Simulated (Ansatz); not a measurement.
# InAs: the cost of one run

Program: Ansatz 0.2.0, driven from Python. Level of theory: DFT r2SCAN, plane waves, PAW. These are calculated values, not measurements.

### Step 1. The structure

The structure is cubic, space group Fm-3m (No. 225). Conventional cell: a = 5.755 Å, b = 5.755 Å, c = 5.755 Å, α = 90.00°, β = 90.00°, γ = 90.00°. Around In (site symmetry m-3m) lie 6 As at 2.88 Å. As (site symmetry m-3m) is surrounded by 6 In at 2.88 Å.

No structure file is read: the coordinates are typed or built in the script.

### Step 2. The script

The input, inas.py:

```python
"""Energy against volume for InAs, with a fit."""

import warnings

import ansatz as az
import numpy as np
from scipy.optimize import curve_fit

VECTORS = np.array([
    [0.0, 2.877304, 2.877304],
    [2.877304, 0.0, 2.877304],
    [2.877304, 2.877304, 0.0],
])
SITES = [
    ("In", (0.5, 0.5, 0.5)),
    ("As", (0.0, 0.0, 0.0)),
]


def on_lattice(cell):
    crystal = az.Crystal(lattice=az.Lattice.of(cell))
    for symbol, position in SITES:
        crystal = crystal.atom(symbol, position)
    return crystal

def vinet(v, e0, v0, b0, b1):
    eta = (v / v0) ** (1 / 3)
    return e0 + 2 * b0 * v0 / (b1 - 1) ** 2 * (2 - (5 + 3 * b1 * (eta - 1) - 3 * eta) * np.exp(-1.5 * (b1 - 1) * (eta - 1)))


def main() -> None:
    warnings.simplefilter("ignore", az.DeckWarning)

    # uniform scaling of the cell
    volumes, energies = [], []
    for scale in np.linspace(0.9, 1.1, 9):
        cell = VECTORS * scale ** (1 / 3)
        base = (
            on_lattice(cell).calculation()
            .functional("r2scan")
            .occupations(az.OccupationsMethod.GAUSSIAN)
            .scf(tolerance=1e-10)
            .basis(600)
            .kpoints(6, 6, 6)
        )
        r = base.run(threads=1).report
        volumes.append(abs(np.linalg.det(cell)) / len(SITES))
        energies.append(r["free_energy_ev"] / len(SITES))
        print(f"V = {volumes[-1]:8.4f} A^3/atom  F = {energies[-1]:.5f} eV/atom")

    guess = (min(energies), volumes[int(np.argmin(energies))], 0.5, 4.5)
    (e0, v0, b0, b1), _ = curve_fit(vinet, np.array(volumes), np.array(energies), p0=guess, maxfev=20000)
    print(f"Vinet fit: V0 = {v0:.4f} A^3/atom, B0 = {160.21766 * b0:.1f} GPa, B1 = {b1:.2f}")
    print("largest residual", round(1000 * float(np.abs(vinet(np.array(volumes), e0, v0, b0, b1) - energies).max()), 3), "meV/atom")


if __name__ == "__main__":
    main()
```

### Step 3. The calls as engine input

The package turns the script's settings into the engine's input (first run):

```yaml
crystal:
  lattice:
    - [0.0, 2.778006468283317, 2.778006468283317]
    - [2.778006468283317, 0.0, 2.778006468283317]
    - [2.778006468283317, 2.778006468283317, 0.0]
  atoms:
    - { symbol: In, position: [0.5, 0.5, 0.5] }
    - { symbol: As, position: [0.0, 0.0, 0.0] }
basis:
  ecutwfc: 600.0
kpoints:
  mp_grid:
    grid: [6, 6, 6]
hamiltonian:
  xc: r2scan
scf:
  convergence:
    dr2_threshold: 1.0e-10
  occupations:
    method: gaussian
```

### Step 4. Launch

Run with:

```
$ python inas.py
```

Q: Estimate wall time and peak memory on 1 thread of AMD EPYC 7R32 (Zen 2), shared host.

About 23 s, with a peak of 0.59 GiB.
